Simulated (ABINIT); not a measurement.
NaF (Villiaumite) in ABINIT: the effect of potentials

NaF (Villiaumite):

```
CELL_PARAMETERS angstrom
0.00000 2.32000 2.32000
2.32000 0.00000 2.32000
2.32000 2.32000 0.00000
ATOMIC_POSITIONS crystal
Na 0.00000 0.00000 0.00000
F 0.50000 0.50000 0.50000
```

Alike in all runs:

- Program: ABINIT 10.8.3 (patched build)
- Task: single point
- Functional: r2SCAN
- k mesh: 10 × 10 × 10
- Occupations: fermi-dirac, width 0.05 eV
- Spin: no spin polarisation

```csv
potentials,cutoff,gap on the mesh (eV),pressure (GPa)
"Ansatz PAW PBE default generated set, frozen core",517 eV,7.11,-1.6
JTH PAW PBE v2.0,1306 eV,7.10,-1.0
Ansatz NC r2SCAN,1497 eV,7.14,-1.6
SG15 NC PBE v1.2,1306 eV,7.16,-0.9
PseudoDojo NC SR PBE v0.4.1 standard,1442 eV,?,?
```

What does the run with potentials PseudoDojo NC SR PBE v0.4.1 standard give?

gap on the mesh 6.96 eV; pressure -1.4 GPa.

Caveats: the PAW data sets were made with another functional, which shifts forces and pressure a little (some runs); the potentials were made for another functional, which shifts forces and pressure (some runs); the atomic spheres overlap (some runs); a meta-GGA on potentials with a model core is unreliable (some runs).

A k mesh can miss the band edges.
